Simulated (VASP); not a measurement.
# Ta (Im-3m) in VASP: further runs

One crystal, Ta, is run at these levels: TPSS, r2SCAN+D3(BJ), r2SCAN; tasks: relaxation of cell and atoms, relaxation of the atoms.

Everything below comes from runs of VASP 6.6.1. Logs are shortened: lines on timing, memory, paths and dates and some standing lists are left out, and cuts for length are marked.

## 1. The structure

Symmetry: Im-3m, No. 229, cubic system. The conventional cell has a = 3.303 Å, b = 3.303 Å, c = 3.303 Å, α = 90.00°, β = 90.00°, γ = 90.00°. Ta (site symmetry m-3m) is surrounded by 8 Ta at 2.86 Å.

## 2. Relaxation of cell and atoms, TPSS

Contents of INCAR:

```
PREC = Accurate ; ENCUT = 600
EDIFF = 1E-6 ; ISMEAR = 1
SIGMA = 0.1 ; LREAL = False
LASPH = True ; NELM = 80
ALGO = Normal ; ISIF = 3
LWAVE = False ; LCHARG = False
METAGGA = TPSS ; LMIXTAU = True
IBRION = 2 ; NSW = 40
EDIFFG = -0.02
```

Contents of KPOINTS:

```
Automatic mesh
0
Gamma
  11 11 11
```

Contents of POSCAR:

```
Ta
1.0
   -1.6512800000      1.6512800000      1.6512800000
    1.6512800000     -1.6512800000      1.6512800000
    1.6512800000      1.6512800000     -1.6512800000
Ta
1
Direct
    0.0000000000      0.0000000000      0.0000000000
```

Potentials or basis: VASP PAW PBE potentials, release 64 (Ta_pv).

Command:

```sh
cat potpaw_PBE.64/Ta_pv/POTCAR > POTCAR
mpirun -np 1 vasp_std > vasp.out
```

OUTCAR:

```text
PREC = Accurate
   ENCUT = 600
   EDIFF = 1E-6
   ISMEAR = 1
   LREAL = False
   LASPH = True
   NELM = 80
   ISIF = 3
   METAGGA = TPSS
   IBRION = 2
   NSW = 40
   EDIFFG = -0.02

 ion  position               nearest neighbor table
   1  0.000  0.000  0.000-

  LATTYP: Found a body centered cubic cell.
 ALAT       =     3.3025600000

  Lattice vectors:

 A1 = (  -1.6512800000,   1.6512800000,   1.6512800000)
 A2 = (   1.6512800000,  -1.6512800000,   1.6512800000)
 A3 = (   1.6512800000,   1.6512800000,  -1.6512800000)

Analysis of symmetry for initial positions (statically):
=====================================================================
 Subroutine PRICEL returns:
 Original cell was already a primitive cell.

 Routine SETGRP: Setting up the symmetry group for a
 body centered cubic supercell.

 Subroutine GETGRP returns: Found 48 space group operations
 (whereof 48 operations were pure point group operations)
 out of a pool of 48 trial point group operations.

The static configuration has the point symmetry O_h .

Analysis of symmetry for dynamics (positions and initial velocities):
=====================================================================
 Subroutine PRICEL returns:
 Original cell was already a primitive cell.

 Routine SETGRP: Setting up the symmetry group for a
 body centered cubic supercell.

 Subroutine GETGRP returns: Found 48 space group operations
 (whereof 48 operations were pure point group operations)
 out of a pool of 48 trial point group operations.

The dynamic configuration has the point symmetry O_h .

 Subroutine INISYM returns: Found 48 space group operations
 (whereof 48 operations are pure point group operations),
 and found     1 'primitive' translations

----------------------------------------------------------------------------------------

                                     Primitive cell

  volume of cell :      18.0104

  direct lattice vectors                    reciprocal lattice vectors
    -1.651280000  1.651280000  1.651280000     0.000000000  0.302795407  0.302795407
     1.651280000 -1.651280000  1.651280000     0.302795407  0.000000000  0.302795407
     1.651280000  1.651280000 -1.651280000     0.302795407  0.302795407  0.000000000

  length of vectors
     2.860100858  2.860100858  2.860100858     0.428217371  0.428217371  0.428217371

[... 94 lines left out ...]
   EFERMI_NEDOS =   21; number of points for ismear=-14 and -15
   IALGO  =     38    algorithm
   IMIX   =      4    mixing-type and parameters
     AMIX     =   0.40;   BMIX     =  1.00
     AMIX_MAG =   1.60;   BMIX_MAG =  1.00
  volume/ion in A,a.u.               =      18.01       121.54
  Fermi-wavevector in a.u.,A,eV,Ry     =   1.388988  2.624806 26.249534  1.929286
  Thomas-Fermi vector in A             =   2.513061
   LORBIT       =      0    0 simple, 1 ext, 2 COOP (PROOUT), +10 PAW based schemes
   METAGGA = TPSS    functional components
   LHFCALC =     F    Hartree Fock is set to
   AEXX    =    0.0000 exact exchange contribution
   IVDW    =     0    specifies the selected vdW correction
   LEPSILON=     F    determine dielectric tensor
   LRPA    =     F    only Hartree local field effects (RPA)
 conjugate gradient relaxation of ions
 non-spin polarized calculation
 Methfessel and Paxton  Order N= 1 SIGMA  =   0.10
  energy-cutoff  :      600.00
  volume of cell :       18.01
 maximum number of plane-waves:       615
   NGX = 11   NGY = 11   NGZ = 11

--------------------------------------- Ionic step        1  -------------------------------------------

 number of electron      11.0000002 magnetization

 Free energy of the ion-electron system (eV)
  ---------------------------------------------------
  ext. energy  EPLUGINS =         0.00000000
  ---------------------------------------------------
  free energy    TOTEN  =       -13.43525993 eV

  energy without entropy =      -13.43601818  energy(sigma->0) =      -13.43551268

------------------------ aborting loop because EDIFF is reached ----------------------------------------

  FORCE on cell =-STRESS in cart. coord.  units (eV):
  Direction    XX          YY          ZZ          XY          YZ          ZX
  --------------------------------------------------------------------------------------
  -------------------------------------------------------------------------------------
  Total       -0.1304752     -0.1304752     -0.1304752      0.0000000     -0.0000000      0.0000000
  in kB      -11.6069079    -11.6069079    -11.6069079      0.0000000     -0.0000000      0.0000000
  external PRESSURE =     -11.6069079 kB  Pullay stress =       0.0000000 kB
[... 57 lines left out ...]
--------------------------------------- Ionic step        3  -------------------------------------------

 number of electron      11.0000002 magnetization

 Free energy of the ion-electron system (eV)
  ---------------------------------------------------
  ext. energy  EPLUGINS =         0.00000000
  ---------------------------------------------------
  free energy    TOTEN  =       -13.43563239 eV

  energy without entropy =      -13.43664424  energy(sigma->0) =      -13.43596967

 E-fermi :   5.4772     XC(G=0): -12.8114

 val. band max:        5.4377649044   @ k =   0.1818   0.0000   0.0000
 cond. band min:       5.5115282448   @ k =   0.3636   0.1818   0.0909
 fundamental gap:      0.0737633405
 Fermi energy:         5.4772044034

 k-point     1 :       0.0000    0.0000    0.0000
  band No.  band energies     occupation
      1     -27.8030      2.00000
      2     -27.8030      2.00000
      3     -27.8030      2.00000
      4      -2.4118      2.00000
      5       6.2536     -0.00000
      6       6.2536     -0.00000
      7       6.2536     -0.00000
      8       9.5520      0.00000
      9       9.5520      0.00000
[... 265 lines left out ...]
 k-point    24 :       0.3636    0.1818    0.0909
  band No.  band energies     occupation
      1     -28.7857      2.00000
      2     -28.3455      2.00000
      3     -27.9987      2.00000
      4       2.6478      2.00000
      5       3.8920      2.00000
      6       5.5115      0.45525
      7      10.0075      0.00000
      8      10.5891      0.00000
      9      14.8184      0.00000

 [... further k-points ...]

------------------------ aborting loop because EDIFF is reached ----------------------------------------

  FORCE on cell =-STRESS in cart. coord.  units (eV):
  Direction    XX          YY          ZZ          XY          YZ          ZX
  --------------------------------------------------------------------------------------
  -------------------------------------------------------------------------------------
  Total        0.0002200      0.0002200      0.0002200     -0.0000000      0.0000000     -0.0000000
  in kB        0.0196861      0.0196861      0.0196861     -0.0000000      0.0000000     -0.0000000
  external PRESSURE =       0.0196861 kB  Pullay stress =       0.0000000 kB
[... 16 lines left out ...]
  FREE ENERGIE OF THE ION-ELECTRON SYSTEM (eV)
  ---------------------------------------------------
  free  energy   TOTEN  =       -13.4356323860 eV

  energy  without entropy=      -13.4366442351  energy(sigma->0) =      -13.43596967

 reached required accuracy - stopping structural energy minimisation
```

OSZICAR:

```text
N       E                     dE             d eps       ncg     rms          rms(c)
DAV:   1     0.726509507936E+02    0.72651E+02   -0.84461E+03  1008   0.162E+03
DAV:   2    -0.521994351760E+01   -0.77871E+02   -0.76845E+02  1179   0.347E+02
DAV:   3    -0.711292905443E+01   -0.18930E+01   -0.18340E+01  1586   0.572E+01
[... 34 lines left out ...]
DAV:   5    -0.134355896392E+02   -0.67130E-02   -0.33350E-03  1029   0.639E-01    0.410E-02
DAV:   6    -0.134356193320E+02   -0.29693E-04   -0.51520E-05  1045   0.827E-02    0.444E-03
DAV:   7    -0.134356297642E+02   -0.10432E-04   -0.14378E-06  1036   0.148E-02    0.448E-03
DAV:   8    -0.134356326331E+02   -0.28689E-05   -0.48782E-07   513   0.986E-03    0.805E-04
DAV:   9    -0.134356323860E+02    0.24710E-06   -0.43734E-08   504   0.298E-03
   3 F= -.13435632E+02 E0= -.13435970E+02  d E =-.372461E-03
```

Wall time 42 s (1 thread of Intel Xeon 6975P-C (Granite Rapids), shared host); peak memory 0.16 GiB.

What came out:

| Item | Value |
| --- | --- |
| Free energy | -13.4356 eV |
| Relaxed volume | 17.91 Å³/atom |
| Relaxed cell | a = 2.855 Å, b = 2.855 Å, c = 2.855 Å, α = 109.47°, β = 109.47°, γ = 109.47° |
| Space group after relaxing (to 0.05 Å) | Im-3m (No. 229) |
| Energy gained by relaxing | 0.4 meV/atom |
| Ionic steps | 3 |
| Pressure after relaxing | 0.0 GPa |
| Band gap on the k mesh | none (metal or under the smearing width) |

The path:
| step | energy change (eV) | largest force (eV/Å) | pressure (GPa) | volume (Å³) |
| --- | --- | --- | --- | --- |
| 1 | 0.0000 | 0.0000 | -1.16 | 18.01 |
| 2 | 0.0017 | 0.0000 | 2.88 | 17.67 |
| 3 | -0.0004 | 0.0000 | 0.00 | 17.91 |

Final structure:
```
Ta
1.0
    -1.64817    1.64817    1.64817
     1.64817   -1.64817    1.64817
     1.64817    1.64817   -1.64817
Ta
1
Direct
  0.00000 0.00000 0.00000
```

Caveat: the PAW data sets were made with another functional, which shifts forces and pressure a little.

(Continued in part 2 of 2.)
